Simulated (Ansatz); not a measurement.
**How many bands does the GW gap of InSe (layers cut from the bulk crystal) need?**

Wanted: a G0W0 gap for InSe (layers cut from the bulk crystal) that is converged in bands and cutoff, or an estimate of the limit.

Method: G0W0 on PBE, plane waves, PAW, in Ansatz 0.2.0.

## (1) The starting structure

The cell holds 4 atoms: 2 Se and 2 In. Cell: a = 4.028 Å, b = 4.028 Å, c = 34.000 Å, α = 90.0°, β = 90.0°, γ = 120.0°. It derives from InSe. Vacuum lies along c.

The structure was relaxed with PBE-D3(BJ). The runs that relaxed it are not among those shown. The default PAW set here is soft_2. Its files were made with PBE. The Coulomb interaction is cut off across the vacuum.

## (2) 127 empty bands, screening to 24 eV

Now the one-shot GW correction: screening in the RPA, then the self-energy of the levels asked for.

Input file input.yaml:

```yaml
crystal:
  lattice:
    - [4.0283608186, 0.0, 0.0]
    - [-2.0141804093, 3.4886628045, 0.0]
    - [0.0, 0.0, 34.0]
  atoms:
    - { symbol: Se, position: [0.3333333333, 0.6666666667, 0.4208345916] }
    - { symbol: In, position: [0.6666666667, 0.3333333333, 0.4589064024] }
    - { symbol: In, position: [0.6666666667, 0.3333333333, 0.5410935976] }
    - { symbol: Se, position: [0.3333333333, 0.6666666667, 0.5791654084] }
  periodic: [true, true, false]
kpoints:
  mp_grid: { grid: [6, 6, 1] }
hamiltonian:
  xc: pbe
scf:
  occupations: { method: fixed }
gw:
  n_empty_bands: 127
  ecut_chi: 24.0
  qp_bands: [v2, c2]
  qp_kpoints: band_edges
  screening: { model: contour_deformation }
```

On the command line:

```console
> ansatz run input.yaml --threads 3 --pin off --max-ram 92160MiB --backend cuda --events-out ev --progress --plain --runs-dir out --devices 1 --max-vram 13GiB  # rebuilt from the run's record
```

Numbers of over 12 decimals in the logs are rounded to 6 here.

Output:

```text
GPUs: using 1 of 1 available (devices: 1).
Engine: ansatz 0.2.0, x86_64-unknown-linux-gnu
Pseudopotentials: kind: paw
Pseudopotential: Se, paw, valence charge 16, recommended cutoff 420 eV (normal), Se.paw.azcp
Pseudopotential: In, paw, valence charge 13, recommended cutoff 420 eV (normal), In.paw.azcp
Functional definition: PBE
  parameter kappa = 0.804
  parameter beta = 0.066725
  exchange = pbe_x(kappa = kappa, mu = beta*pi^2/3)
  correlation = pbe_c(beta = beta)
device memory: the entry about to start is reckoned to put 4.3 GiB on a device that reports 44.5 GiB free (of which the cap on the GPU budget leaves the run 13.0 GiB)
GPU FFT provider: cuFFT
GPU libraries: cuBLAS 13.8.2, cuFFT 12.4.0, cuSOLVER 12.3.4
Crystal: 4 atoms, lattice volume = 477.822 Å³
Basis set: ecut = 420 eV, 9353 PW (Γ)
Bands: 35, of which v1, the nominal top of the filled ones, is band 29 counted from 1 (28 counted from 0)
Symmetry: 12 space group operations
Space group: P-6m2 (ITA 187), of the structure as read, at distance tolerance 7.8e-5 Å
k-points: 7 of 36 (time reversal used)
Non-local potential: Se, projectors of the file, l = 0: 2, l = 1: 2, l = 2: 3, l = 3: 1
Non-local potential: In, projectors of the file, l = 0: 2, l = 1: 2, l = 2: 2, l = 3: 2
PAW form: soft (Blöchl's): semilocal exchange-correlation on the pseudo side does not see the compensation charge
PAW one-centre angular grid: Se, 590 points (default); XC on 64 Gauss nodes
PAW one-centre angular grid: In, 590 points (default); XC on 64 Gauss nodes
Initial density: superposition of atomic densities (neutral atoms: chi_scale 0, normalization atom), corrected by the library's trained network
Initial wavefunctions: pseudopotential atomic-orbital guess
GPU buffer pool allocated for 174960 grid points (all kernels)
GPU transforms: local potential and band sums: pruned to the plane-wave sphere, on 27×27×225
Functional: x = pbe(κ = 0.804, μ = 0.219515), c = pbe(β = 0.066725)
SCF iter   1: F=—  HF=-22135.921318 eV  |F-HF|=—  |Δ(HF+E_count)|=         —  Δρ=1.03e-3  dr2=1.07e-2  ethr=1.77e-3  ⟨swp⟩=6.9  Hψ=996  notcnv=0  defer=28
preconditioner: auto → Resta (q_TF=auto, 1.920 Å⁻¹)  ε∞=1.6  [insulator: Δε(μ)=1.626 eV  Ē_g=13.833 eV  n_scr=62 (ndim 8)  ℏωp=10.5 eV  f_vac=0.738  ε∞_Penn≈1.6  vacuum switching on, ρ_ref=1.4e-2 e/Å³]
SCF iter   2: F=—  HF=-22135.920880 eV  |F-HF|=—  |Δ(HF+E_count)|=   4.38e-4  Δρ=4.39e-4  dr2=4.14e-3  ethr=1.84e-5  ⟨swp⟩=4.6  Hψ=603  notcnv=0  defer=28
SCF iter   3: F=—  HF=-22135.920318 eV  |F-HF|=—  |Δ(HF+E_count)|=   5.62e-4  Δρ=2.47e-4  dr2=4.32e-4  ethr=7.15e-6  ⟨swp⟩=3.6  Hψ=335  notcnv=0  defer=28
SCF iter   4: F=—  HF=-22135.920463 eV  |F-HF|=—  |Δ(HF+E_count)|=   1.46e-4  Δρ=9.17e-5  dr2=3.89e-5  ethr=7.46e-7  ⟨swp⟩=2.9  Hψ=391  notcnv=0  defer=28
SCF iter   5: F=—  HF=-22135.920499 eV  |F-HF|=—  |Δ(HF+E_count)|=   3.59e-5  Δρ=2.71e-5  dr2=3.46e-6  ethr=6.71e-8  ⟨swp⟩=3.4  Hψ=487  notcnv=0  defer=28
SCF iter   6: F=—  HF=-22135.920506 eV  |F-HF|=—  |Δ(HF+E_count)|=   6.70e-6  Δρ=6.91e-6  dr2=2.21e-7  ethr=5.97e-9  ⟨swp⟩=3.4  Hψ=522  notcnv=0  defer=28
SCF iter   7: F=-22135.920506 eV  HF=-22135.920506 eV  |F-HF|=4.40e-8  |Δ(HF+E_count)|=   3.60e-7  Δρ=1.67e-6  dr2=1.69e-8  ethr=1.72e-10  ⟨swp⟩=18.9  Hψ=1315  notcnv=0
SCF 1 converged in 7 iterations: F = -22135.920506 eV  dr2 = 1.69e-8
  greatest PAW one-centre occupation: 1.000 electrons in one spin orbital (limit 2), on the Se atom at site 0 (counted from 0), in its partial waves of l = 2
device memory: the entry about to start is reckoned to put 5.8 GiB (of the 5.8 GiB reckoned in all, the device holds 0.1 GiB already) on a device that reports 44.4 GiB free (of which the cap on the GPU budget leaves the run 12.9 GiB)
NSCF: frozen V_eff on 7 k-points
the band table was solved once the SCF had ended and its energy, with any forces and stress, was formed, with the checks that follow a solve (1369 applications of the Hamiltonian). They found nothing against the state; the energy, forces and stress were not computed again (output.eigenvalues in the input reference)
device memory: the entry about to start is reckoned to put 4.8 GiB on a device that reports 44.5 GiB free (of which the cap on the GPU budget leaves the run 13.0 GiB)
NSCF: frozen V_eff on 7 k-points
G₀W₀ screening: q 1/7
[... further progress lines ...]
SCF converged after 7 iterations
Free energy (F): -22135.920506 eV
Harris-Foulkes:  -22135.920506 eV  (|F-HF|=4.40e-8)
Internal energy: -22135.920506 eV  (E = F + TS)
E sigma→0 (E₀):  -22135.920506 eV
Fermi energy:    -5.989630 eV
--- Per-component energies (eV) ---
  E_band       = -1634.387037
  E_kinetic    = 721.829249
  E_local      = -135854.810830  (includes V_loc(G=0)·N_el)
  E_nonlocal   = -457.054187
  E_hartree    = 67259.419652
  E_xc         = -638.185318
  E_vxc        = -393.745808  (∫ρ·V_xc dr)
  E_paw        = -12132.838627  (= ΣΔE_a)
  E_vpaw       = -169.439559  (= ΣTr[D̂ρ^β])
  E_aug_tail   = -0.001149  (compensation charges beyond the density's cutoff)
  E_ewald      = 58965.720703
  E_smearing   = -0.000000  (= −TS)
  E_closure    = 0.000000  (closes the sum)
  Σ components = -22135.920506   (vs F -22135.920506, Δ=0.00e0)
--- Band table (eV; the first three rows and the last of 7) ---
  k-point 0: bands = [... 25 lower, -6.4380, -6.3643, -6.3643, -6.0581, -4.3648, -3.1480, -0.9144 (-0.9144°), -0.9144 (-0.9144°), ... 2 higher]
  k-point 1: bands = [... 25 lower, -7.3828, -6.7430, -6.6352, -5.9896, -3.4505, -2.4825, -1.5785 (-1.5785°), -0.7128 (-0.7128°), ... 2 higher]
  k-point 2: bands = [... 25 lower, -7.6797, -7.2542, -7.0964, -6.3290, -3.4725, -3.3491, -1.4467, -1.1606, ... 2 higher]
  k-point 6: bands = [... 25 lower, -8.7161, -7.7043, -7.2465, -7.0576, -3.4140, -2.8800, -1.9426, -0.9336, ... 2 higher]
  ° read free of the cell's end (the report's vacuum.weakly_bound_levels)
--- G₀W₀: contour deformation, 6 samples at zero and on the imaginary axis and 2 off it, 36 q-points, 127 empty bands' worth ---
  eigenvalues of the whole cell's RPA ε∞ on this k-mesh (on a slab, of 1 + 4πα/V) = 1.2071, 2.7769, 2.7769; static W/v taken at q = 0 is 0.539410
  gw.qp_kpoints: band_edges: 6 of 7 stored k-points solved, in 1 pass; an edge of the gap read off the rows below is read off those points alone
    valence top: of the k-points left out ik 5 came nearest to being solved in a further pass, in band 29 (counted from 1, as in the quasiparticle table): it holds the edge there only if its correction is more favourable than any solved in that band by at least 0.684 eV; those differ by 0.105 eV
    conduction bottom: of the k-points left out ik 5 came nearest to being solved in a further pass, in band 30 (counted from 1, as in the quasiparticle table): it holds the edge there only if its correction is more favourable than any solved in that band by at least 0.755 eV; those differ by 0.719 eV
    ik  band        ε_KS         Σx   Σc(E_QP)       V_xc       Z   E_QP_lin       E_QP  E_QP is
     0    28     -6.3643   -17.9149     2.1687   -15.6139  0.7471    -6.4971    -6.4966  root
     0    29     -6.0581   -15.2784     1.7171   -13.2962  0.7509    -6.3249    -6.3232  root
     0    30     -4.3648    -9.9051    -2.3566   -13.2426  0.7804    -3.3606    -3.3839  root
     0    31     -3.1480    -8.1288    -2.9873   -12.1055  0.7820    -2.1297    -2.1586  root
     1    28     -6.6352   -17.7021     2.2348   -15.2952  0.7436    -6.8082    -6.8074  root
     1    29     -5.9896   -15.5535     1.7429   -13.5818  0.7526    -6.2198    -6.2185  root
     1    30     -3.4505   -10.6466    -2.5351   -14.3401  0.7698    -2.2506    -2.2920  root
     1    31     -2.4825    -7.4130    -3.1356   -11.4969  0.7722    -1.5104    -1.5343  root
     2    28     -7.0964   -17.4281     2.3724   -14.8244  0.7366    -7.3294    -7.3278  root
     2    29     -6.3290   -15.5853     1.7908   -13.5737  0.7508    -6.5510    -6.5498  root
     2    30     -3.4725    -7.1534    -2.8400   -10.7082  0.7782    -2.7445    -2.7578  root
     2    31     -3.3491   -10.1686    -2.7262   -14.0995  0.7702    -2.0974    -2.1445  root
     3    28     -7.2985   -17.3250     2.4349   -14.6366  0.7335    -7.5541    -7.5521  root
     3    29     -6.9116   -14.9345     1.8429   -12.7843  0.7455    -7.2216    -7.2189  root
     3    30     -3.6646    -9.8286    -2.6598   -13.6456  0.7748    -2.4676    -2.5074  root
     3    31     -3.6574    -7.8328    -2.6954   -11.2148  0.7754    -2.9590    -2.9708  root
     4    28     -7.3277   -17.0662     2.3666   -14.4342  0.7324    -7.5954    -7.5931  root
     4    29     -6.1153   -15.7862     1.7884   -13.7954  0.7522    -6.3187    -6.3177  root
     4    30     -2.9336   -11.0079    -2.7824   -15.0950  0.7613    -1.5654    -1.6288  root
     4    31     -2.6511    -7.5431    -2.9798   -11.3314  0.7690    -1.8221    -1.8427  root
     6    28     -7.2465   -16.8277     2.5952   -13.9260  0.7172    -7.5568    -7.5529  root
     6    29     -7.0576   -14.8603     1.8041   -12.7865  0.7517    -7.3292    -7.3273  root
     6    30     -3.4140    -6.9279    -2.7884   -10.3020  0.7746    -2.8197    -2.8283  root
     6    31     -2.8800   -10.3925    -2.8807   -14.5777  0.7655    -1.5135    -1.5755  root
```

Elapsed: 15 s, on 1 × NVIDIA H100 80GB HBM3 (shared by 6 runs) with 3 threads of AMD EPYC 7R13 (Zen 3), shared host; peak memory 1.4 GiB.

This step gave:

* bands summed: 156
* plane waves in the screening matrix: 141
* q-points in the mesh: 36
* G0W0 gap on the mesh: 2.835 eV
* k of the valence top: 0, 0.1667, 0
* k of the conduction bottom: 0, 0, 0
* starting gap on the mesh: 1.625 eV
* Z at the valence top: 0.7526
* Z at the conduction bottom: 0.7804
* least direct G0W0 gap on the computed points: 2.939 eV

The gap on the mesh goes from 1.62 eV to 2.83 eV, a correction of +1.21 eV. Between the two edge states, bare exchange in place of the xc potential would open the gap by 5.31 eV, and correlation takes back 4.10 eV.

## (3) 360 empty bands, screening to 48 eV

Another rung: the empty bands reach about as high as the screening cutoff, so the two stay in balance.

Changes to input.yaml since step 2:

```diff
@@ -18,4 +18,4 @@
 gw:
-  n_empty_bands: 127
-  ecut_chi: 24.0
+  n_empty_bands: 360
+  ecut_chi: 48.0
   qp_bands: [v2, c2]
```

Output:

```text
GPUs: using 1 of 1 available (devices: 1).
[...]
GPU FFT provider: cuFFT
GPU libraries: cuBLAS 13.8.2, cuFFT 12.4.0, cuSOLVER 12.3.4
Crystal: 4 atoms, lattice volume = 477.822 Å³
Basis set: ecut = 420 eV, 9353 PW (Γ)
Bands: 35, of which v1, the nominal top of the filled ones, is band 29 counted from 1 (28 counted from 0)
Symmetry: 12 space group operations
[...]
k-points: 7 of 36 (time reversal used)
[...]
GPU buffer pool allocated for 174960 grid points (all kernels)
[...]
SCF iter   1: F=—  HF=-22135.921318 eV  |F-HF|=—  |Δ(HF+E_count)|=         —  Δρ=1.03e-3  dr2=1.07e-2  ethr=1.77e-3  ⟨swp⟩=6.9  Hψ=996  notcnv=0  defer=28
[...]
SCF iter   7: F=-22135.920506 eV  HF=-22135.920506 eV  |F-HF|=4.40e-8  |Δ(HF+E_count)|=   3.60e-7  Δρ=1.67e-6  dr2=1.69e-8  ethr=1.72e-10  ⟨swp⟩=18.9  Hψ=1315  notcnv=0
SCF 1 converged in 7 iterations: F = -22135.920506 eV  dr2 = 1.69e-8
[...]
NSCF: frozen V_eff on 7 k-points
[...]
G₀W₀ screening: q 1/7
[... further progress lines ...]
SCF converged after 7 iterations
Free energy (F): -22135.920506 eV
[...]
Internal energy: -22135.920506 eV  (E = F + TS)
E sigma→0 (E₀):  -22135.920506 eV
Fermi energy:    -5.989630 eV
[...]
--- Band table (eV; the first three rows and the last of 7) ---
  k-point 0: bands = [... 25 lower, -6.4380, -6.3643, -6.3643, -6.0581, -4.3648, -3.1480, -0.9144 (-0.9144°), -0.9144 (-0.9144°), ... 2 higher]
  k-point 1: bands = [... 25 lower, -7.3828, -6.7430, -6.6352, -5.9896, -3.4505, -2.4825, -1.5785 (-1.5785°), -0.7128 (-0.7128°), ... 2 higher]
  k-point 2: bands = [... 25 lower, -7.6797, -7.2542, -7.0964, -6.3290, -3.4725, -3.3491, -1.4467, -1.1606, ... 2 higher]
  k-point 6: bands = [... 25 lower, -8.7161, -7.7043, -7.2465, -7.0576, -3.4140, -2.8800, -1.9426, -0.9336, ... 2 higher]
  ° read free of the cell's end (the report's vacuum.weakly_bound_levels)
[...]
0    28     -6.3643   -17.9149     1.8906   -15.6139  0.7405    -6.7791    -6.7747  root
     0    29     -6.0581   -15.2784     1.4612   -13.2962  0.7448    -6.5863    -6.5791  root
     0    30     -4.3648    -9.9051    -2.6538   -13.2426  0.7745    -3.6717    -3.6812  root
     0    31     -3.1480    -8.1288    -3.2854   -12.1055  0.7783    -2.4479    -2.4566  root
     1    28     -6.6352   -17.7021     1.9624   -15.2952  0.7374    -7.0853    -7.0798  root
     1    29     -5.9896   -15.5535     1.4623   -13.5818  0.7466    -6.5057    -6.4991  root
     1    30     -3.4505   -10.6466    -2.8813   -14.3401  0.7638    -2.6216    -2.6382  root
     1    31     -2.4825    -7.4130    -3.4383   -11.4969  0.7696    -1.8243    -1.8370  root
[...]
6    28     -7.2465   -16.8277     2.3570   -13.9260  0.7115    -7.8031    -7.7912  root
     6    29     -7.0576   -14.8603     1.4808   -12.7865  0.7482    -7.6604    -7.6506  root
     6    30     -3.4140    -6.9279    -2.9648   -10.3020  0.7740    -3.0008    -3.0047  root
     6    31     -2.8800   -10.3925    -3.2801   -14.5777  0.7612    -1.9514    -1.9749  root
```

Wall time 31 s (1 × NVIDIA H100 80GB HBM3 (shared by 6 runs) with 3 threads); peak memory 1.8 GiB; 42 s of CPU time.

Numbers from this step:

* bands summed: 389
* plane waves in the screening matrix: 351
* q-points in the mesh: 36
* G0W0 gap on the mesh: 2.818 eV
* k of the valence top: 0, 0.1667, 0
* k of the conduction bottom: 0, 0, 0
* starting gap on the mesh: 1.625 eV
* Z at the valence top: 0.7466
* Z at the conduction bottom: 0.7745
* least direct G0W0 gap on the computed points: 2.898 eV

Against the run with 6×6×1 mesh, 127 empty bands, screening to 24 eV, the gap moves by −0.017 eV.

## (4) 776 empty bands, screening to 80 eV

Changes to input.yaml since step 3:

```diff
@@ -17,5 +17,6 @@
   occupations: { method: fixed }
+  convergence: { dr2_threshold: 1.0e-10 }
 gw:
-  n_empty_bands: 360
-  ecut_chi: 48.0
+  n_empty_bands: 776
+  ecut_chi: 80.0
   qp_bands: [v2, c2]
```

Output:

```text
GPUs: using 1 of 1 available (devices: 1).
[...]
GPU FFT provider: cuFFT
GPU libraries: cuBLAS 13.8.2, cuFFT 12.4.0, cuSOLVER 12.3.4
Crystal: 4 atoms, lattice volume = 477.822 Å³
Basis set: ecut = 420 eV, 9353 PW (Γ)
Bands: 35, of which v1, the nominal top of the filled ones, is band 29 counted from 1 (28 counted from 0)
Symmetry: 12 space group operations
[...]
k-points: 7 of 36 (time reversal used)
[...]
1    31     -2.4826    -7.4130    -3.6109   -11.4969  0.7685    -2.0034    -2.0096  root
[...]
6    28     -7.2465   -16.8278     2.1537   -13.9260  0.7078    -8.0190    -7.9945  root
     6    29     -7.0576   -14.8603     1.2710   -12.7865  0.7465    -7.8797    -7.8604  root
     6    30     -3.4140    -6.9279    -3.0834   -10.3020  0.7731    -3.1215    -3.1234  root
     6    31     -2.8801   -10.3925    -3.5421   -14.5777  0.7587    -2.2265    -2.2370  root
[key lines of the parts left out:]
SCF converged after 9 iterations
Free energy (F): -22135.920506 eV
Fermi energy:    -5.989695 eV
```

The job ended after 35 s (1 × NVIDIA H100 80GB HBM3 (shared by 6 runs) with 3 threads; peak memory 2.9 GiB).

This step gave:

```
bands summed                                 : 805
plane waves in the screening matrix          : 727
G0W0 gap on the mesh                         : 2.832 eV
k of the valence top                         : 0, 0.1667, 0
k of the conduction bottom                   : 0, 0, 0
starting gap on the mesh                     : 1.625 eV
least direct G0W0 gap on the computed points : 2.899 eV
```

Against the run with 6×6×1 mesh, 360 empty bands, screening to 48 eV, the gap moves by +0.014 eV.

## (5) 1426 empty bands, screening to 120 eV

Changes to input.yaml since step 4:

```diff
@@ -17,6 +17,5 @@
   occupations: { method: fixed }
-  convergence: { dr2_threshold: 1.0e-10 }
 gw:
-  n_empty_bands: 776
-  ecut_chi: 80.0
+  n_empty_bands: 1426
+  ecut_chi: 120.0
   qp_bands: [v2, c2]
```

Output:

```text
GPUs: using 1 of 1 available (devices: 1).
[...]
GPU FFT provider: cuFFT
GPU libraries: cuBLAS 13.8.2, cuFFT 12.4.0, cuSOLVER 12.3.4
Crystal: 4 atoms, lattice volume = 477.822 Å³
Basis set: ecut = 420 eV, 9353 PW (Γ)
Bands: 35, of which v1, the nominal top of the filled ones, is band 29 counted from 1 (28 counted from 0)
Symmetry: 12 space group operations
[...]
k-points: 7 of 36 (time reversal used)
[...]
1    31     -2.4825    -7.4130    -3.7122   -11.4969  0.7682    -2.1073    -2.1108  root
[...]
6    28     -7.2465   -16.8277     2.0172   -13.9260  0.7066    -8.1673    -8.1309  root
     6    29     -7.0576   -14.8603     1.1490   -12.7865  0.7459    -8.0091    -7.9823  root
     6    30     -3.4140    -6.9279    -3.1630   -10.3020  0.7727    -3.2020    -3.2029  root
     6    31     -2.8800   -10.3925    -3.7063   -14.5777  0.7576    -2.3957    -2.4012  root
[key lines of the parts left out:]
SCF converged after 7 iterations
Free energy (F): -22135.920506 eV
Fermi energy:    -5.989630 eV
```

Run time: 2 min. Hardware: 1 × NVIDIA H100 80GB HBM3 (shared by 6 runs) with 3 threads; peak memory 5.4 GiB; 2.7 min of CPU time.

This step gave:

```yaml
bands_summed: 1455
plane_waves_in_the_screening_matrix: 1489
g0w0_gap_on_the_mesh: 2.826 eV
k_of_the_valence_top: 0, 0.1667, 0
k_of_the_conduction_bottom: 0, 0, 0
starting_gap_on_the_mesh: 1.625 eV
least_direct_g0w0_gap_on_the_computed_points: 2.888 eV
```

Against the run with 6×6×1 mesh, 776 empty bands, screening to 80 eV, the gap moves by −0.006 eV.

[end of part 1 of 2]

[Paths, hosts, dates, memory and timing lines, banners, echoed tables and standing remarks are left out of the program output.]

[Logs are printed without paths, hosts, clocks, repeated set-up lines and the standing remarks that a program may print on its own settings, such as how far it seeks lower states.]

[Runs of the session that timed out or met a known fault of the program may be left out.]

[Cells called generated may have been cut or substituted from an entry of the Crystallography Open Database or the Materials Project.]

[Hosts, paths, dates, database ids (printed as entryN), source tags and the programs' standing remarks are cut or masked in the printed files.]
